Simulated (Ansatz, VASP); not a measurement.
BiS, level by level in two programs

```
Bi S
1.0
     4.00294    0.00000    0.00000
     0.00000    4.00294    0.00000
     0.00000    0.00000    4.00294
Bi S
1 1
Direct
  0.50000 0.50000 0.50000
  0.00000 0.00000 0.00000
```

The cell was built by a generator and needn't be a form met in nature.

Single points on this cell with VASP 6.6.1 and Ansatz 0.2.0. Each row is one pair of runs. Alike in all rows: spin: off; k mesh: 7 × 7 × 7; VASP's potentials, cutoff: VASP PAW PBE potentials, release 64 (Bi_d, S), 520 eV; Ansatz's potentials, cutoff: Ansatz PAW, 420 eV.

| level | smearing | gap on the k mesh at the Fermi level (eV), VASP | gap on the k mesh at the Fermi level (eV), Ansatz | pressure (GPa), VASP | pressure (GPa), Ansatz |
| --- | --- | --- | --- | --- | --- |
| PBE | gaussian, width 0.013 eV | none | none | -10.9 | -10.9 |
| PBE | gaussian, width 0.014 eV | none | none | -10.9 | -10.9 |
| PBE | gaussian, width 0.015 eV | none | none | -10.9 | -10.9 |
| PBE | gaussian, width 0.016 eV | none | none | -10.9 | -10.9 |
| PBE | gaussian, width 0.017 eV | none | none | -10.9 | -10.9 |
| PBE | gaussian, width 0.018 eV | none | none | -10.9 | -10.9 |
| PBE | gaussian, width 0.019 eV | none | none | -10.9 | -10.9 |
| PBE | gaussian, width 0.02 eV | none | none | -10.9 | -10.9 |

Pressure (GPa): the two programs differ by at most 0.06.

A gap of «none» marks a metal or a gap that the smearing closes.

Caveats: spin-orbit coupling is left out, which moves the levels of the heavy elements.
